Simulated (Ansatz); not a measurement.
# RbBr: how the settings move a single-point run

Aim: see which settings change the result for RbBr, by how much, and at what cost.

Computed with Ansatz 0.2.0 (reference: DFT, PBE, plane waves, PAW, unless a step's input says otherwise).

## 1. The structure to begin with

It takes space group Pm-3m (No. 221, cubic). Conventional cell: a = 4.124 Å, b = 4.124 Å, c = 4.124 Å, α = 90.00°, β = 90.00°, γ = 90.00°. Rb (site symmetry m-3m) is surrounded by 8 Br at 3.57 Å. Br (site symmetry m-3m) is surrounded by 8 Rb at 3.57 Å.

Structure file:

```cif
data_structure
_symmetry_space_group_name_H-M 'P 1'
_symmetry_Int_Tables_number 1
_cell_length_a 4.1243
_cell_length_b 4.1243
_cell_length_c 4.1243
_cell_angle_alpha 90.000
_cell_angle_beta 90.000
_cell_angle_gamma 90.000
_cell_volume 70.15
loop_
_atom_site_label
_atom_site_type_symbol
_atom_site_fract_x
_atom_site_fract_y
_atom_site_fract_z
_atom_site_occupancy
Rb1 Rb 0.00000 0.00000 0.00000 1
Br1 Br 0.50000 0.50000 0.50000 1
```

## 2. Reference

input.yaml

```yaml
crystal:
  lattice:
    - [4.1242532581, 0.0, 0.0]
    - [0.0, 4.1242532581, 0.0]
    - [0.0, 0.0, 4.1242532581]
  atoms:
    - { symbol: Rb, position: [0.0, 0.0, 0.0] }
    - { symbol: Br, position: [0.5, 0.5, 0.5] }
kpoints:
  mp_grid: { grid: [4, 4, 4] }
hamiltonian:
  xc: pbe
scf:
  occupations: { method: fixed }
  n_extra_bands: 4
output:
  forces: true
  stress: true
  eigenvalues: true
```

Started as:

```sh
ansatz run input.yaml --threads 4 --pin off --max-ram 4608MiB --backend cpu --events-out ev --progress --plain --runs-dir out
```

## 3. Variant: ecutwfc 900

input.yaml: that of step 2 with these lines changed.

```diff
@@ -19 +19,3 @@
   eigenvalues: true
+basis:
+  ecutwfc: 900
```

## 4. Changed: occupations.method methfessel_paxton, occupations.width 0.5

input.yaml: that of step 2 with these lines changed.

```diff
@@ -13,3 +13,3 @@
 scf:
-  occupations: { method: fixed }
+  occupations: { method: methfessel_paxton, width: 0.5 }
   n_extra_bands: 4
```

## 5. Variant: mixing.ndim 2

input.yaml: that of step 2 with these lines changed.

```diff
@@ -15,2 +15,4 @@
   n_extra_bands: 4
+  mixing: { ndim: 2 }
+  max_iter: 88
 output:
```

## 6. Variant: occupations.method cold, occupations.width 0.5

input.yaml: that of step 2 with these lines changed.

```diff
@@ -13,3 +13,3 @@
 scf:
-  occupations: { method: fixed }
+  occupations: { method: cold, width: 0.5 }
   n_extra_bands: 4
```

## 7. Changing settings: ecutwfc 300

input.yaml: that of step 2 with these lines changed.

```diff
@@ -19 +19,3 @@
   eigenvalues: true
+basis:
+  ecutwfc: 300
```

## 8. Variant: exchange pbe, correlation pbe, coeff 0.5, omega 0.1

input.yaml: that of step 2 with these lines changed.

```diff
@@ -11,3 +11,3 @@
 hamiltonian:
-  xc: pbe
+  xc: { exchange: pbe, correlation: pbe, exx: { coeff: 0.5, omega: 0.1 } }
 scf:
```

**Question.** What will these runs give? Wanted: for each run, ending; energy change; pressure; gap; force.

**Answer**, as computed:

| run | ending | energy change | pressure (GPa) | gap (eV) | force (eV/Å) | cycles | time |
| --- | --- | --- | --- | --- | --- | --- | --- |
| reference | converged | 0 | 0.8 | 4.09 | 0.00 | 7 | 0.53 s |
| 1: ecutwfc 900 | converged | -0.4 meV/atom | 0.8 | 4.09 | 0.00 | 7 | 1.1 s |
| 2: occupations.method methfessel_paxton, occupations.width 0.5 | converged | 0.0 meV/atom (σ→0) | 0.8 | 4.09 | 0.00 | 6 | 0.52 s |
| 3: mixing.ndim 2 | converged | 0.0 meV/atom | 0.8 | 4.09 | 0.00 | 6 | 0.52 s |
| 4: occupations.method cold, occupations.width 0.5 | converged | 0.0 meV/atom (σ→0) | 0.8 | 4.09 | 0.00 | 6 | 0.52 s |
| 5: ecutwfc 300 | converged | +10.9 meV/atom | 0.8 | 4.09 | 0.00 | 6 | 0.39 s |
| 6: exchange pbe, correlation pbe, coeff 0.5, omega 0.1 | converged | not comparable | 0.1 | 7.19 | 0.00 | 16 | 11 s |

Residual by cycle in the longest SCF loop of each run; runs are numbered as in the table. The quantity is the density residual dr2, in eV.

| cycle | reference | run 1 | run 2 | run 3 | run 4 | run 5 | run 6 |
| --- | --- | --- | --- | --- | --- | --- | --- |
| 1 | 3.6e-5 | 4.9e-5 | 4.7e-5 | 3.6e-5 | 4.7e-5 | 6.6e-5 | 0.0137 |
| 2 | 6.0e-5 | 1.7e-4 | 3.5e-5 | 7.1e-5 | 3.5e-5 | 6.1e-5 | 0.00463 |
| 3 | 8.4e-6 | 5.2e-5 | 8.1e-6 | 1.9e-5 | 8.1e-6 | 1.4e-5 | 0.00112 |
| 4 | 2.6e-6 | 4.4e-6 | 1.5e-6 | 6.6e-7 | 1.5e-6 | 3.7e-6 | 9.2e-5 |
| 5 | 9.2e-7 | 1.8e-6 | 3.7e-7 | 3.6e-8 | 3.7e-7 | 1.3e-7 | 3.3e-5 |
| 6 | 1.5e-7 | 3.8e-7 | 2.9e-8 | 1.2e-9 | 2.9e-8 | 1.8e-8 | 4.2e-6 |
| 7 | 1.1e-8 | 4.7e-8 | - | - | - | - | - |

Run 5 ran under the cutoff that the potentials recommend, as the log warns, so basis error is mixed into its values. Of the variants the dearest is «exchange pbe, correlation pbe, coeff 0.5, omega 0.1» (11 s), the cheapest «ecutwfc 300» (0.39 s), on a shared host.
